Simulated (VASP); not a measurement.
The system is CdTe.

```
CELL_PARAMETERS angstrom
0.00000 3.20500 3.20500
3.20500 0.00000 3.20500
3.20500 3.20500 0.00000
ATOMIC_POSITIONS crystal
Te 0.75000 0.75000 0.75000
Cd 0.00000 0.00000 0.00000
```

| Quantity | Value |
| --- | --- |
| Program | VASP 6.6.1 |
| Task | relaxation of cell and atoms |
| Functional | MS2 |
| Potentials or basis | VASP PAW PBE potentials, release 64 (Te, Cd) |
| Cutoff | 600 eV |
| k mesh | 7 × 7 × 7 |
| Occupations | gaussian, width 0.05 eV |
| Spin | no spin polarisation |

At the start: pressure 2.2 GPa; volume 32.92 Å³/atom.

Task: Where does the relaxation end?

Result: Over 3 steps the energy falls by 10.8 meV/atom and the volume is 34.56 Å³/atom (+5.0 %); space group F-43m (No. 216, to 0.05 Å).

The path:
```csv
step,energy change (eV),largest force (eV/Å),pressure (GPa),volume (Å³)
1,0.0000,0.0000,2.21,65.84
2,-0.0193,0.0000,-0.61,70.27
3,-0.0215,0.0000,0.02,69.13
```

Final structure:
```xyz
2
Lattice="0.0000 3.2574 3.2574 3.2574 0.0000 3.2574 3.2574 3.2574 0.0000" Properties=species:S:1:pos:R:3 pbc="T T T"
Te    4.8861    4.8861    4.8861
Cd    0.0000    0.0000    0.0000
```

Caveat: the PAW data sets were made with another functional, which shifts forces and pressure a little.
